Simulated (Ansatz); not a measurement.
Crystal: CdS (Greenockite).

```
Cd S
1.0
     4.15000    0.00000    0.00000
    -2.07500    3.59401    0.00000
     0.00000    0.00000    6.73700
Cd S
2 2
Direct
  0.66667 0.33333 0.50000
  0.33333 0.66667 0.00000
  0.66667 0.33333 0.87500
  0.33333 0.66667 0.37500
```

Program: Ansatz 0.2.0. Alike in all runs: task single point; level HSE06 form with a typed share of exact exchange; potentials or basis Ansatz PAW; no spin polarisation; cell as given; k mesh 4 × 4 × 2; cutoff (eV) 420; smearing fermi-dirac 0.05 eV; the mesh is coarse, so values aren't converged.

Order these runs on this cell by their band gap on the k mesh, lowest first.
A. share of exact exchange 0.2
B. share of exact exchange 0.1
C. share of exact exchange 0.15
D. share of exact exchange 0.05

D (1.39 eV), B (1.60 eV), C (1.81 eV), A (2.03 eV).

Caveats: all runs use coarse meshes.
